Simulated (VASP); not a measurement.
# BaTiO3 (Pm-3m) in VASP: notebook

Runs on BaTiO3. Level: PBE. Tasks: single point.

All numbers are computed with VASP 6.6.1; they aren't measurements. Logs are shortened: lines on timing, memory, paths and dates and some standing lists are left out, and cuts for length are marked.

## Step 1: The undisturbed crystal

Symmetry: Pm-3m, No. 221, cubic system. Conventional cell: a = 4.006 Å, b = 4.006 Å, c = 4.006 Å, α = 90.00°, β = 90.00°, γ = 90.00°. Around Ba (site symmetry m-3m) lie 12 O at 2.83 Å. Around Ti (site symmetry m-3m) lie 6 O at 2.00 Å. Around O (site symmetry 4/mmm) lie 2 Ti at 2.00 Å.

## Step 2: Single point, PBE

INCAR

```
  PREC = Accurate
  ENCUT = 520
  EDIFF = 1E-7
  ISMEAR = 0
  SIGMA = 0.05
  LREAL = F
  LASPH = T
  NELM = 100
  ALGO = Normal
  ISIF = 2
  LWAVE = F
  LCHARG = F
  GGA = PE
  ADDGRID = F
```

KPOINTS

```
regular mesh
0
Gamma
  3 3 3
```

POSCAR

```
BaTiO3
1.0
    4.0060000000      0.0000000000      0.0000000000
    0.0000000000      4.0060000000      0.0000000000
    0.0000000000      0.0000000000      4.0060000000
Ba Ti O
1 1 3
Direct
    0.4701120000      0.5031600000      0.5056990000
   -0.0202070000      0.0016430000     -0.0204470000
   -0.0270160000     -0.0188640000      0.5097340000
   -0.0003670000      0.4971430000     -0.0056670000
    0.4958670000     -0.0087980000      0.0064420000
```

Potentials or basis: VASP PAW PBE potentials, release 64 (Ba_sv, Ti_sv, O).

The run is started by

```
> cat potpaw_PBE.64/Ba_sv/POTCAR potpaw_PBE.64/Ti_sv/POTCAR potpaw_PBE.64/O/POTCAR > POTCAR
> mpirun -np 1 vasp_std > vasp.out
```

OUTCAR:

```text
PREC = Accurate
   ENCUT = 520
   EDIFF = 1E-7
   ISMEAR = 0
   LREAL = F
   LASPH = T
   NELM = 100
   ISIF = 2
   GGA = PE

 Found     14 irreducible k-points:

 Following reciprocal coordinates:
            Coordinates               Weight
  0.000000  0.000000  0.000000      1.000000
  0.333333  0.000000  0.000000      2.000000
  0.000000  0.333333  0.000000      2.000000
  0.000000  0.000000  0.333333      2.000000
  0.333333  0.333333  0.000000      2.000000
  0.000000  0.333333  0.333333      2.000000
   k-points           NKPTS =     14   k-points in BZ     NKDIM =     14   number of bands    NBANDS=     24
   number of dos      NEDOS =    301   number of ions     NIONS =      5
   total plane-waves  NPLWV =  27000
   dimension x,y,z NGX =    30 NGY =   30 NGZ =   30
   dimension x,y,z NGXF=    60 NGYF=   60 NGZF=   60
   ions per type =               1   1   3
   NGX,Y,Z   is equivalent  to a cutoff of  12.45, 12.45, 12.45 a.u.
   NGXF,Y,Z  is equivalent  to a cutoff of  24.90, 24.90, 24.90 a.u.
 SYSTEM =  unknown system
   PREC   = accura    normal or accurate (medium, high low for compatibility)
   ISTART =      0    job   : 0-new  1-cont  2-samecut
   ICHARG =      2    charge: 1-file 2-atom 10-const
   ISPIN  =      1    spin polarized calculation?
   LNONCOLLINEAR =      F non collinear calculations
   LSORBIT =      F    spin-orbit coupling
   LASPH  =      T    aspherical Exc in radial PAW
   ENCUT  =  520.0 eV  38.22 Ry    6.18 a.u.   7.45  7.45  7.45*2*pi/ulx,y,z
   NELM   =    100;   NELMIN=  2; NELMDL= -5     # of ELM steps
   EDIFF  = 0.1E-06   stopping-criterion for ELM
   LREAL  =      F    real-space projection
   EDIFFG = 0.1E-05   stopping-criterion for IOM
   NSW    =      0    number of steps for IOM
   IBRION =     -1    ionic relax: 0-MD 1-quasi-New 2-CG
   NFREE  =      0    steps in history (QN), initial steepest desc. (CG)
   ISIF   =      2    stress and relaxation
   ISYM   =      2    0-nonsym 1-usesym 2-fastsym
   POTIM  = 0.5000    time-step for ionic-motion
   TEBEG  =    0.0;   TEEND  =   0.0 temperature during run
   PSTRESS=    0.0 pullay stress
   NELECT =      40.0000    total number of electrons
   NUPDOWN=      -1.0000    fix difference up-down
   EMIN   =  10.00;   EMAX   =-10.00  energy-range for DOS
   EFERMI =   0.00;   METHOD = LEGACY
   ISMEAR =     0;   SIGMA  =   0.05  broadening in eV -4-tet -1-fermi 0-gaus
   EFERMI_NEDOS =   21; number of points for ismear=-14 and -15
   IALGO  =     38    algorithm
   IMIX   =      4    mixing-type and parameters
     AMIX     =   0.40;   BMIX     =  1.00
     AMIX_MAG =   1.60;   BMIX_MAG =  1.00
  volume/ion in A,a.u.               =      12.86        86.77
  Fermi-wavevector in a.u.,A,eV,Ry     =   1.397603  2.641087 26.576187  1.953295
  Thomas-Fermi vector in A             =   2.520843
   LORBIT       =      0    0 simple, 1 ext, 2 COOP (PROOUT), +10 PAW based schemes
   GGA     = PE    functional components
   LHFCALC =     F    Hartree Fock is set to
   AEXX    =    0.0000 exact exchange contribution
   IVDW    =     0    specifies the selected vdW correction
   LEPSILON=     F    determine dielectric tensor
   LRPA    =     F    only Hartree local field effects (RPA)
 non-spin polarized calculation
 Gauss-broadening in eV      SIGMA  =   0.05
  energy-cutoff  :      520.00
  volume of cell :       64.29
 maximum number of plane-waves:      1743
 NGX is ok and might be reduce to    30
   NGX = 15   NGY = 15   NGZ = 15

 number of electron      40.0000004 magnetization

 Free energy of the ion-electron system (eV)
  ---------------------------------------------------
  ext. energy  EPLUGINS =         0.00000000
  ---------------------------------------------------
  free energy    TOTEN  =       -39.86065156 eV

  energy without entropy =      -39.86065156  energy(sigma->0) =      -39.86065156

 E-fermi :   3.9227     XC(G=0): -11.2371

 val. band max:        3.5473558594   @ k =   0.0000   0.0000   0.0000
 cond. band min:       5.6969157497   @ k =   0.0000   0.0000   0.0000
 fundamental gap:      2.1495598903
 Fermi energy:         3.9227207157

 k-point     1 :       0.0000    0.0000    0.0000
  band No.  band energies     occupation
      1     -52.7746      2.00000
      2     -29.0179      2.00000
      3     -28.9919      2.00000
      4     -28.9848      2.00000
      5     -21.0109      2.00000
      6     -13.0687      2.00000
[... 16 lines left out ...]
     23       5.8631      0.00000
     24       7.8150      0.00000

 k-point     2 :       0.3333    0.0000    0.0000
  band No.  band energies     occupation
      1     -52.7738      2.00000
      2     -29.0305      2.00000
      3     -29.0164      2.00000
      4     -28.9834      2.00000
      5     -20.9225      2.00000
      6     -13.2272      2.00000
[... 16 lines left out ...]
     23       7.0094      0.00000
     24       7.8740      0.00000

 k-point     3 :       0.0000    0.3333    0.0000
  band No.  band energies     occupation
      1     -52.7738      2.00000
      2     -29.0237      2.00000
      3     -29.0163      2.00000
      4     -28.9904      2.00000
      5     -20.9230      2.00000
      6     -13.2251      2.00000
[... 16 lines left out ...]
     23       6.9954      0.00000
     24       7.8992      0.00000

 k-point     4 :       0.0000    0.0000    0.3333
  band No.  band energies     occupation
      1     -52.7738      2.00000
      2     -29.0568      2.00000
      3     -28.9904      2.00000
      4     -28.9833      2.00000
      5     -20.9225      2.00000
      6     -13.1856      2.00000
[... 16 lines left out ...]
     23       7.0306      0.00000
     24       7.8186      0.00000

 k-point     5 :       0.3333    0.3333    0.0000
  band No.  band energies     occupation
      1     -52.7730      2.00000
      2     -29.0283      2.00000
      3     -29.0213      2.00000
      4     -29.0148      2.00000
      5     -20.8579      2.00000
      6     -12.9844      2.00000
[... 16 lines left out ...]
     23       7.3245      0.00000
     24       8.5552      0.00000

 k-point     6 :       0.0000    0.3333    0.3333
  band No.  band energies     occupation
      1     -52.7730      2.00000
      2     -29.0545      2.00000
      3     -29.0213      2.00000
      4     -28.9889      2.00000
      5     -20.8577      2.00000
      6     -12.9275      2.00000
[... 16 lines left out ...]
     23       7.3467      0.00000
     24       8.5246      0.00000

 [... further k-points ...]
[... 5 lines left out ...]
  --------------------------------------------------------------------------------------
  -------------------------------------------------------------------------------------
  Total        1.8799765      1.6450447      2.5075492     -0.0882714     -0.1149369     -0.1525564
  in kB       46.8522199     40.9973190     62.4924012     -2.1998750     -2.8644234     -3.8019656
  external PRESSURE =      50.1139800 kB  Pullay stress =       0.0000000 kB

 VOLUME and BASIS-vectors are now :
 -----------------------------------------------------------------------------
  energy-cutoff  :      520.00
  volume of cell :       64.29
      direct lattice vectors                 reciprocal lattice vectors
     4.006000000  0.000000000  0.000000000     0.249625562  0.000000000  0.000000000
     0.000000000  4.006000000  0.000000000     0.000000000  0.249625562  0.000000000
     0.000000000  0.000000000  4.006000000     0.000000000  0.000000000  0.249625562

 POSITION                                       TOTAL-FORCE (eV/Angst)
 -----------------------------------------------------------------------------------
      1.88327      2.01566      2.02583         0.385034     -0.179453     -0.400946
      3.92505      0.00658      3.92409        -0.535756      0.185356     -0.204398
      3.89777      3.93043      2.04199         0.344551      0.326682      0.173896
      4.00453      1.99155      3.98330        -0.079349     -0.504745      0.314079
      1.98644      3.97076      0.02581        -0.114479      0.172160      0.117368
 -----------------------------------------------------------------------------------
    total drift:                               -0.000626     -0.000655     -0.000207

  FREE ENERGIE OF THE ION-ELECTRON SYSTEM (eV)
  ---------------------------------------------------
  free  energy   TOTEN  =       -39.8606515577 eV

  energy  without entropy=      -39.8606515577  energy(sigma->0) =      -39.86065156
```

Run time: 16 s. Hardware: 1 thread of Intel Xeon 6975P-C (Granite Rapids), shared host; peak memory 0.17 GiB.

These settings aren't checked as converged: the numbers below hold their error.

Results:

| Quantity | Value |
| --- | --- |
| Free energy | -39.8607 eV |
| Pressure | 5.0 GPa |
| Largest force | 0.603 eV/Å |
| Band gap on the k mesh | 2.15 eV, direct |

Caveat: the k mesh is coarse (spacing up to 0.52 Å⁻¹), so the values aren't converged; spin-orbit coupling is left out, which moves the levels of the heavy elements; an odd mesh through Γ misses points on the zone boundary, where band edges often lie.

## Step 3: Single point, PBE

Edit INCAR of step 2 so:

```diff
@@ -1,3 +1,3 @@
   PREC = Accurate
-  ENCUT = 520
+  ENCUT = 650
   EDIFF = 1E-7
```

KPOINTS is that of step 2.

POSCAR is that of step 2.

Potentials or basis: VASP PAW PBE potentials, release 64 (Ba_sv, Ti_sv, O).

The run is started by

```
> cat potpaw_PBE.64/Ba_sv/POTCAR potpaw_PBE.64/Ti_sv/POTCAR potpaw_PBE.64/O/POTCAR > POTCAR
> mpirun -np 1 vasp_std > vasp.out
```

OUTCAR:

```text
PREC = Accurate
   ENCUT = 650
   EDIFF = 1E-7
   ISMEAR = 0
   LREAL = F
   LASPH = T
   NELM = 100
   ISIF = 2
   GGA = PE

 Found     14 irreducible k-points:

 Following reciprocal coordinates:
            Coordinates               Weight
  0.000000  0.000000  0.000000      1.000000
  0.333333  0.000000  0.000000      2.000000
  0.000000  0.333333  0.000000      2.000000
  0.000000  0.000000  0.333333      2.000000
  0.333333  0.333333  0.000000      2.000000
  0.000000  0.333333  0.333333      2.000000
   k-points           NKPTS =     14   k-points in BZ     NKDIM =     14   number of bands    NBANDS=     24
   number of dos      NEDOS =    301   number of ions     NIONS =      5
   total plane-waves  NPLWV =  46656
   dimension x,y,z NGX =    36 NGY =   36 NGZ =   36
   dimension x,y,z NGXF=    72 NGYF=   72 NGZF=   72
   ions per type =               1   1   3
   NGX,Y,Z   is equivalent  to a cutoff of  14.94, 14.94, 14.94 a.u.
   NGXF,Y,Z  is equivalent  to a cutoff of  29.88, 29.88, 29.88 a.u.
 SYSTEM =  unknown system
   PREC   = accura    normal or accurate (medium, high low for compatibility)
   ISTART =      0    job   : 0-new  1-cont  2-samecut
   ICHARG =      2    charge: 1-file 2-atom 10-const
   ISPIN  =      1    spin polarized calculation?
   LNONCOLLINEAR =      F non collinear calculations
   LSORBIT =      F    spin-orbit coupling
   LASPH  =      T    aspherical Exc in radial PAW
   ENCUT  =  650.0 eV  47.77 Ry    6.91 a.u.   8.33  8.33  8.33*2*pi/ulx,y,z
   NELM   =    100;   NELMIN=  2; NELMDL= -5     # of ELM steps
   EDIFF  = 0.1E-06   stopping-criterion for ELM
   LREAL  =      F    real-space projection
   EDIFFG = 0.1E-05   stopping-criterion for IOM
   NSW    =      0    number of steps for IOM
   IBRION =     -1    ionic relax: 0-MD 1-quasi-New 2-CG
   NFREE  =      0    steps in history (QN), initial steepest desc. (CG)
   ISIF   =      2    stress and relaxation
   ISYM   =      2    0-nonsym 1-usesym 2-fastsym
   POTIM  = 0.5000    time-step for ionic-motion
   TEBEG  =    0.0;   TEEND  =   0.0 temperature during run
   PSTRESS=    0.0 pullay stress
   NELECT =      40.0000    total number of electrons
   NUPDOWN=      -1.0000    fix difference up-down
   EMIN   =  10.00;   EMAX   =-10.00  energy-range for DOS
   EFERMI =   0.00;   METHOD = LEGACY
   ISMEAR =     0;   SIGMA  =   0.05  broadening in eV -4-tet -1-fermi 0-gaus
   EFERMI_NEDOS =   21; number of points for ismear=-14 and -15
   IALGO  =     38    algorithm
   IMIX   =      4    mixing-type and parameters
     AMIX     =   0.40;   BMIX     =  1.00
     AMIX_MAG =   1.60;   BMIX_MAG =  1.00
  volume/ion in A,a.u.               =      12.86        86.77
  Fermi-wavevector in a.u.,A,eV,Ry     =   1.397603  2.641087 26.576187  1.953295
  Thomas-Fermi vector in A             =   2.520843
   LORBIT       =      0    0 simple, 1 ext, 2 COOP (PROOUT), +10 PAW based schemes
   GGA     = PE    functional components
   LHFCALC =     F    Hartree Fock is set to
   AEXX    =    0.0000 exact exchange contribution
   IVDW    =     0    specifies the selected vdW correction
   LEPSILON=     F    determine dielectric tensor
   LRPA    =     F    only Hartree local field effects (RPA)
 non-spin polarized calculation
 Gauss-broadening in eV      SIGMA  =   0.05
  energy-cutoff  :      650.00
  volume of cell :       64.29
 maximum number of plane-waves:      2469
 NGX is ok and might be reduce to    36
   NGX = 17   NGY = 17   NGZ = 17

 number of electron      40.0000002 magnetization

 Free energy of the ion-electron system (eV)
  ---------------------------------------------------
  ext. energy  EPLUGINS =         0.00000000
  ---------------------------------------------------
  free energy    TOTEN  =       -39.87262021 eV

  energy without entropy =      -39.87262021  energy(sigma->0) =      -39.87262021

 E-fermi :   3.9199     XC(G=0): -11.2367

 val. band max:        3.5442601822   @ k =   0.0000   0.0000   0.0000
 cond. band min:       5.6950824123   @ k =   0.0000   0.0000   0.0000
 fundamental gap:      2.1508222300
 Fermi energy:         3.9199356384

 k-point     1 :       0.0000    0.0000    0.0000
  band No.  band energies     occupation
      1     -52.7775      2.00000
      2     -29.0210      2.00000
      3     -28.9949      2.00000
      4     -28.9879      2.00000
      5     -21.0110      2.00000
      6     -13.0705      2.00000
[... 16 lines left out ...]
     23       5.8611      0.00000
     24       7.8127      0.00000
[... 112 lines left out ...]
      2     -29.0576      2.00000
      3     -29.0242      2.00000
      4     -28.9920      2.00000
      5     -20.8577      2.00000
      6     -12.9289      2.00000
[... 16 lines left out ...]
     23       7.3443      0.00000
     24       8.5221      0.00000

 [... further k-points ...]
[... 5 lines left out ...]
  --------------------------------------------------------------------------------------
  -------------------------------------------------------------------------------------
  Total        1.7848710      1.5517391      2.4093151     -0.0884025     -0.1153394     -0.1524546
  in kB       44.4820288     38.6719843     60.0442399     -2.2031401     -2.8744536     -3.7994287
  external PRESSURE =      47.7327510 kB  Pullay stress =       0.0000000 kB

 VOLUME and BASIS-vectors are now :
 -----------------------------------------------------------------------------
  energy-cutoff  :      650.00
  volume of cell :       64.29
      direct lattice vectors                 reciprocal lattice vectors
     4.006000000  0.000000000  0.000000000     0.249625562  0.000000000  0.000000000
     0.000000000  4.006000000  0.000000000     0.000000000  0.249625562  0.000000000
     0.000000000  0.000000000  4.006000000     0.000000000  0.000000000  0.249625562

 POSITION                                       TOTAL-FORCE (eV/Angst)
 -----------------------------------------------------------------------------------
      1.88327      2.01566      2.02583         0.385107     -0.179898     -0.400983
      3.92505      0.00658      3.92409        -0.539469      0.185681     -0.209652
      3.89777      3.93043      2.04199         0.344898      0.327906      0.179691
      4.00453      1.99155      3.98330        -0.079968     -0.506149      0.314280
      1.98644      3.97076      0.02581        -0.110568      0.172459      0.116664
 -----------------------------------------------------------------------------------
    total drift:                               -0.000366      0.000234     -0.000274

  FREE ENERGIE OF THE ION-ELECTRON SYSTEM (eV)
  ---------------------------------------------------
  free  energy   TOTEN  =       -39.8726202148 eV

  energy  without entropy=      -39.8726202148  energy(sigma->0) =      -39.87262021
```

Run time: 28 s. Hardware: 1 thread of Intel Xeon 6975P-C (Granite Rapids), shared host; peak memory 0.21 GiB.

These settings aren't checked as converged: the numbers below hold their error.

What came out:

* Free energy: -39.8726 eV
* Pressure: 4.8 GPa
* Largest force: 0.608 eV/Å
* Band gap on the k mesh: 2.15 eV, direct

Caveat: the k mesh is coarse (spacing up to 0.52 Å⁻¹), so the values aren't converged; spin-orbit coupling is left out, which moves the levels of the heavy elements; an odd mesh through Γ misses points on the zone boundary, where band edges often lie.

## Step 4: For comparison

An earlier run on the cell as given: functional PBEsol; potentials or basis VASP PAW PBE potentials, release 64 (Ba_sv, Ti_sv, O); cutoff 520 eV; k mesh 7 × 7 × 7; occupations fermi-dirac, width 0.05 eV; no spin polarisation.

* Pressure: -2.8 GPa
* Band gap on the k mesh: 1.76 eV, indirect (least direct gap 1.84 eV)
